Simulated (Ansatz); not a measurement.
AlGaN2 (P-4m2), tetragonal deformation path

All numbers below come from Ansatz 0.2.0, DFT r2SCAN, scalar-relativistic, plane waves, PAW. Cutoff 500 eV, Γ-centred 8×8×6 k-points, Gaussian smearing of 0.05 eV. No spin polarisation. Energies are free energies at this smearing, counted from the undisturbed cell; pressure is positive in compression.

The undisturbed cell (relaxed at this level; it needn't be the usual structure):

```yaml
crystal:
  lattice:
    - [3.13853, 0.00000, 0.00000]
    - [0.00000, 3.13853, 0.00000]
    - [0.00000, 0.00000, 4.42236]
  atoms:
    - { symbol: Al, position: [0.50000, 0.50000, 0.50000] }
    - { symbol: Ga, position: [0.00000, 0.00000, 0.00000] }
    - { symbol: N, position: [0.50000, 0.00000, 0.73908] }
    - { symbol: N, position: [0.00000, 0.50000, 0.26092] }
```

At fixed volume and fractional coordinates, lengths along (0.000, 0.000, 1.000) are scaled against those across it; ρ is that ratio over its starting value.

(ρ, ΔE (meV/atom)): (0.800, 110.9), (0.850, 63.6), (0.920, 18.9), (0.960, 4.9), (1.000, 0.0), (1.050, 8.1), (1.100, 33.5), (1.200, 141.2), (1.300, 329.5)

Cost: 9 runs of about 3.3 core-minutes in all, on Intel Xeon Processor @ 2.50GHz (Skylake/Cascade Lake) (shared hosts).